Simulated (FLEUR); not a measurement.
# Ti (P6_3/mmc) in FLEUR: notebook, part 2 of 2

FLEUR MaX-R8.1 (later development tree).

### 10 Band structure, PBEsol

inp.xml reads:

```xml
<?xml version="1.0" encoding="UTF-8" standalone="no"?>
<fleurInput fleurInputVersion="0.39">
   <comment>
      Ti                                                                                                  
   </comment>
   <calculationSetup>
      <cutoffs Kmax="4.1" Gmax="12.7" GmaxXC="12.7" numbands="0"/>
      <scfLoop itmax="60" minDistance="0.00001" maxIterBroyd="15" imix="Anderson" alpha="0.05" precondParam="0.0" spinf="2.0" sdNocoIR="T"/>
      <coreElectrons ctail="T" frcor="F" kcrel="0" coretail_lmax="0"/>
      <xcFunctional name="PBEs" relativisticCorrections="F"/>
      <magnetism jspins="1"/>
      <soc l_soc="F" theta="0.0" phi="0.0" spav="F"/>
      <expertModes spex="0" secvar="F"/>
      <geometryOptimization l_f="F" forcealpha="1.0" forcemix="BFGS" epsdisp="0.00001" epsforce="0.00001"/>
      <ldaU l_linMix="F" mixParam="0.05" spinf="1.0"/>
   </calculationSetup>
   <cell>
      <bzIntegration valenceElectrons="24.0" mode="hist" fermiSmearingEnergy="0.00183747">
         <kPointListSelection listName="default-1"/>
         <!-- k-points included here -->
         <xi:include xmlns:xi="http://www.w3.org/2001/XInclude" href="kpts.xml"> </xi:include>
      </bzIntegration>
      <!-- symmetry operations included here -->
      <xi:include xmlns:xi="http://www.w3.org/2001/XInclude" href="sym.xml"> </xi:include>
      <bulkLattice scale="1.0">
         <bravaisMatrix>
            <row-1>    5.5746920675700000     0.0000000000000000     0.0000000000000000</row-1>
            <row-2>   -2.7873460337850000     4.8278249488590683     0.0000000000000000</row-2>
            <row-3>    0.0000000000000000     0.0000000000000000     8.8439182631279998</row-3>
         </bravaisMatrix>
      </bulkLattice>
   </cell>
   <atomSpecies>
      <species name="Titanium (Ti)" element="Ti" atomicNumber="22">
         <mtSphere radius="2.53" gridPoints="837" logIncrement="0.014"/>
         <atomicCutoffs lmax="10" lnonsphr="10"/>
         <electronConfig flipSpins="F">
            <coreConfig>(1s1/2) (2s1/2) (2p1/2) (2p3/2)</coreConfig>
            <valenceConfig>(3s1/2) (3p1/2) (3p3/2) (4s1/2) (3d3/2) (3d5/2)</valenceConfig>
            <stateOccupation state="(3d3/2)" spinUp="0.400000" spinDown="0.400000"/>
            <stateOccupation state="(3d5/2)" spinUp="0.600000" spinDown="0.600000"/>
         </electronConfig>
         <energyParameters s="4" p="4" d="3" f="4"/>
         <lo type="SCLO" l="0" n="3" eDeriv="0"/>
         <lo type="SCLO" l="1" n="3" eDeriv="0"/>
         <lo type="SCLO" l="1" n="3" eDeriv="1"/>
         <lo type="SCLO" l="2" n="3" eDeriv="2"/>
         <lo type="SCLO" l="3" n="4" eDeriv="2"/>
      </species>
   </atomSpecies>
   <atomGroups>
      <atomGroup species="Titanium (Ti)">
         <relPos label="                   1">-1.000/3.000 1.000/3.000 -1.000/4.000</relPos>
         <relPos label="                   2">1.000/3.000 -1.000/3.000 1.000/4.000</relPos>
         <force calculate="T" relaxXYZ="TTT"/>
      </atomGroup>
   </atomGroups>
   <output dos="F" band="F" slice="F">
      <checks vchk="F" cdinf="F"/>
      <bandDOS minEnergy="-.5*Htr" maxEnergy="0.5*Htr" sigma="0.015" storeEVData="T"/>
      <vacuumDOS vacdos="F" integ="F" star="F" nstars="0" locx1="0.0" locy1="0.0" locx2="0.0" locy2="0.0" nstm="0" tworkf="0.0"/>
      <unfoldingBand unfoldBand="F" supercellX="1" supercellY="1" supercellZ="1"/>
      <plotting iplot="0" polar="F">
         <plot TwoD="T" vec1="  1.0  0.0  0.0" vec2="  0.0  1.0  0.0" vec3="  0.0  0.0  1.0" zero="  0.0  0.0  0.0" file="plot"/>
      </plotting>
      <chargeDensitySlicing numkpt="0" minEigenval="0.0" maxEigenval="0.0" nnne="0" pallst="F"/>
      <specialOutput eonly="F"/>
      <moessbauerParams electricFieldGradient="T" isomerShift="T" coreHyperfine="T" valenceHyperfine="T"/>
      <magneticCircularDichroism mcd="F" energyLo="-10.0" energyUp="0.0"/>
   </output>
  <!-- We include the file relax.xml here to enable relaxations (see documentation) -->
  <xi:include xmlns:xi="http://www.w3.org/2001/XInclude" href="relax.xml"> <xi:fallback/> </xi:include>
</fleurInput>
```

crystal.txt reads:

```
Ti
&input cartesian=F /
2.9500000000  0.0000000000  0.0000000000
-1.4750000000  2.5547749412  0.0000000000
0.0000000000  0.0000000000  4.6800000000
1.8897261246
1.0 1.0 1.0

2
22 0.6666666666  0.3333333332  0.7500000000
22 0.3333333332  0.6666666666  0.2500000000

&kpt div1=10 div2=10 div3=6 gamma=T /
```

inp.xml (bands) reads:

```
<?xml version="1.0" encoding="UTF-8" standalone="no"?>
<fleurInput fleurInputVersion="0.39">
   <comment>
      Ti                                                                                                  
   </comment>
   <calculationSetup>
      <cutoffs Kmax="4.1" Gmax="12.7" GmaxXC="12.7" numbands="0"/>
      <scfLoop itmax="60" minDistance="0.00001" maxIterBroyd="15" imix="Anderson" alpha="0.05" precondParam="0.0" spinf="2.0" sdNocoIR="T"/>
      <coreElectrons ctail="T" frcor="F" kcrel="0" coretail_lmax="0"/>
      <xcFunctional name="PBEs" relativisticCorrections="F"/>
      <magnetism jspins="1"/>
      <soc l_soc="F" theta="0.0" phi="0.0" spav="F"/>
      <expertModes spex="0" secvar="F"/>
      <geometryOptimization l_f="F" forcealpha="1.0" forcemix="BFGS" epsdisp="0.00001" epsforce="0.00001"/>
      <ldaU l_linMix="F" mixParam="0.05" spinf="1.0"/>
   </calculationSetup>
   <cell>
      <bzIntegration valenceElectrons="24.0" mode="hist" fermiSmearingEnergy="0.00183747">
         <kPointListSelection listName="path-1"/>
         <!-- k-points included here -->
         <xi:include xmlns:xi="http://www.w3.org/2001/XInclude" href="kpts.xml"> </xi:include>
      </bzIntegration>
      <!-- symmetry operations included here -->
      <xi:include xmlns:xi="http://www.w3.org/2001/XInclude" href="sym.xml"> </xi:include>
      <bulkLattice scale="1.0">
         <bravaisMatrix>
            <row-1>    5.5746920675700000     0.0000000000000000     0.0000000000000000</row-1>
            <row-2>   -2.7873460337850000     4.8278249488590683     0.0000000000000000</row-2>
            <row-3>    0.0000000000000000     0.0000000000000000     8.8439182631279998</row-3>
         </bravaisMatrix>
      </bulkLattice>
   </cell>
   <atomSpecies>
      <species name="Titanium (Ti)" element="Ti" atomicNumber="22">
         <mtSphere radius="2.53" gridPoints="837" logIncrement="0.014"/>
         <atomicCutoffs lmax="10" lnonsphr="10"/>
         <electronConfig flipSpins="F">
            <coreConfig>(1s1/2) (2s1/2) (2p1/2) (2p3/2)</coreConfig>
            <valenceConfig>(3s1/2) (3p1/2) (3p3/2) (4s1/2) (3d3/2) (3d5/2)</valenceConfig>
            <stateOccupation state="(3d3/2)" spinUp="0.400000" spinDown="0.400000"/>
            <stateOccupation state="(3d5/2)" spinUp="0.600000" spinDown="0.600000"/>
         </electronConfig>
         <energyParameters s="4" p="4" d="3" f="4"/>
         <lo type="SCLO" l="0" n="3" eDeriv="0"/>
         <lo type="SCLO" l="1" n="3" eDeriv="0"/>
         <lo type="SCLO" l="1" n="3" eDeriv="1"/>
         <lo type="SCLO" l="2" n="3" eDeriv="2"/>
         <lo type="SCLO" l="3" n="4" eDeriv="2"/>
      </species>
   </atomSpecies>
   <atomGroups>
      <atomGroup species="Titanium (Ti)">
         <relPos label="                   1">-1.000/3.000 1.000/3.000 -1.000/4.000</relPos>
         <relPos label="                   2">1.000/3.000 -1.000/3.000 1.000/4.000</relPos>
         <force calculate="T" relaxXYZ="TTT"/>
      </atomGroup>
   </atomGroups>
   <output dos="F" band="T" slice="F">
      <checks vchk="F" cdinf="F"/>
      <bandDOS minEnergy="-.5*Htr" maxEnergy="0.5*Htr" sigma="0.015" storeEVData="T"/>
      <vacuumDOS vacdos="F" integ="F" star="F" nstars="0" locx1="0.0" locy1="0.0" locx2="0.0" locy2="0.0" nstm="0" tworkf="0.0"/>
      <unfoldingBand unfoldBand="F" supercellX="1" supercellY="1" supercellZ="1"/>
      <plotting iplot="0" polar="F">
         <plot TwoD="T" vec1="  1.0  0.0  0.0" vec2="  0.0  1.0  0.0" vec3="  0.0  0.0  1.0" zero="  0.0  0.0  0.0" file="plot"/>
      </plotting>
      <chargeDensitySlicing numkpt="0" minEigenval="0.0" maxEigenval="0.0" nnne="0" pallst="F"/>
      <specialOutput eonly="F"/>
      <moessbauerParams electricFieldGradient="T" isomerShift="T" coreHyperfine="T" valenceHyperfine="T"/>
      <magneticCircularDichroism mcd="F" energyLo="-10.0" energyUp="0.0"/>
   </output>
  <!-- We include the file relax.xml here to enable relaxations (see documentation) -->
  <xi:include xmlns:xi="http://www.w3.org/2001/XInclude" href="relax.xml"> <xi:fallback/> </xi:include>
</fleurInput>
```

Launch:

```
$ inpgen -f crystal.txt -profile fastHighL
$ # inp.xml edited to the form shown
$ fleur_MPI
$ fleur_MPI   # second run, on inp.xml (bands)
```

It took 28 s on 1 thread of Intel Xeon 6975P-C (Granite Rapids), shared host; peak memory 0.07 GiB.

It converged, with:

```
Free energy                                           : -46415.6315 eV
Band gap along the path                               : none (metal or under the smearing width)
Valence electrons inside the program's atomic spheres : Ti 10.63 (radii Ti 2.53 bohr)
```

Levels at the corners of the path, in eV from the Fermi level:
| point | band 8 | band 9 | band 10 | band 11 | band 12 | band 13 | band 14 | band 15 | band 16 | band 17 |
| --- | --- | --- | --- | --- | --- | --- | --- | --- | --- | --- |
| Γ | -32.57 | -6.15 | -2.65 | 0.73 | 0.78 | 0.78 | 0.88 | 1.27 | 1.27 | 1.62 |
| M | -32.64 | -2.32 | -2.11 | -1.81 | -0.62 | 0.49 | 0.62 | 1.16 | 3.32 | 3.53 |
| K | -32.82 | -1.64 | -1.36 | -1.36 | -1.27 | 0.23 | 0.23 | 1.48 | 3.04 | 3.04 |
| Γ | -32.57 | -6.15 | -2.65 | 0.73 | 0.78 | 0.78 | 0.88 | 1.27 | 1.27 | 1.62 |
| A | -32.62 | -4.32 | -4.32 | 0.09 | 0.09 | 0.69 | 0.69 | 0.69 | 0.69 | 2.77 |
| L | -32.73 | -2.50 | -2.50 | -0.79 | -0.79 | 1.30 | 1.30 | 1.72 | 1.72 | 3.46 |
| H | -32.70 | -1.21 | -1.21 | -1.06 | -1.06 | -0.21 | -0.21 | 1.66 | 1.66 | 3.14 |
| A | -32.62 | -4.32 | -4.32 | 0.09 | 0.09 | 0.69 | 0.69 | 0.69 | 0.69 | 2.77 |
| L | -32.73 | -2.50 | -2.50 | -0.79 | -0.79 | 1.30 | 1.30 | 1.72 | 1.72 | 3.46 |
| M | -32.64 | -2.32 | -2.11 | -1.81 | -0.62 | 0.49 | 0.62 | 1.16 | 3.32 | 3.53 |
| K | -32.82 | -1.64 | -1.36 | -1.36 | -1.27 | 0.23 | 0.23 | 1.48 | 3.04 | 3.04 |
| H | -32.70 | -1.21 | -1.21 | -1.06 | -1.06 | -0.21 | -0.21 | 1.66 | 1.66 | 3.14 |

Core levels (eV from the Fermi level):
```
atom                                                   levels
1 Ti  1s1/2 -4856.2, 2s1/2 -530.3, 2p1/2 -441.9, 2p3/2 -436.1
2 Ti  1s1/2 -4856.2, 2s1/2 -530.3, 2p1/2 -441.9, 2p3/2 -436.1
```
